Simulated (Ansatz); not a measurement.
## Moving the functional in Ni

```
Ni
1.0
     0.00000    1.73757    1.73757
     1.73757    0.00000    1.73757
     1.73757    1.73757    0.00000
Ni
1
Cartesian
  0.0000 0.0000 0.0000
```

Kept alike: task band structure; k mesh 13 × 13 × 13; occupations fermi-dirac, width 0.05 eV; collinear spin, ferromagnetic start. Program: Ansatz, all-electron LAPW, scalar-relativistic. The mesh is that of the run's cell of 1 atom. No spin-orbit coupling.

```csv
functional,pressure (GPa)
LDA,-10.29
PBE,8.06
PBEsol,-2.40
```

Pressure is positive in compression. For a metal such a mesh leaves the last digits unconverged. The runs hold the magnetic state that their start led to, which needn't be the lowest.

The pressure runs from -10.29 (LDA) to 8.06 GPa (PBE). From PBE: LDA -18.35; PBEsol -10.46. A positive pressure means that the functional's own cell is larger than the one given, a negative one that it is smaller.
